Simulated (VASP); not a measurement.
Input of a VASP 6.6.1 run:

The input INCAR:

```
PREC = Accurate
ENCUT = 520
EDIFF = 1E-7
ISMEAR = 0
SIGMA = 0.1
LREAL = F
LASPH = T
NELM = 100
ALGO = Normal
ISIF = 3
LWAVE = F
LCHARG = F
GGA = PE
IVDW = 12
IBRION = 2
NSW = 80
EDIFFG = -0.002
```

KPOINTS

```
regular mesh
0
Gamma
  18 18 18
```

File POSCAR:

```
Al
1.0
    0.0000000000      2.0248050000      2.0248050000
    2.0248050000      0.0000000000      2.0248050000
    2.0248050000      2.0248050000      0.0000000000
Al
1
Direct
    0.0000000000      0.0000000000      0.0000000000
```

Potentials or basis: VASP PAW PBE potentials, release 64 (Al).

The run is started by

```sh
$ cat potpaw_PBE.64/Al/POTCAR > POTCAR
$ mpirun -np 1 vasp_std > vasp.out
```

Q: Predict the space group after relaxing (to 0.05 Å).

A: Fm-3m (No. 225).

Q: Predict the band gap on the k mesh.

A: None (metal or under the smearing width).

The path:
```tsv
step	energy change (eV)	largest force (eV/Å)	pressure (GPa)	volume (Å³)
1	0.0000	0.0000	-3.85	16.60
2	-0.0101	0.0000	0.65	15.66
3	-0.0104	0.0000	0.01	15.78
```

Caveat: pairwise dispersion overbinds metals, which lowers pressure and volume.
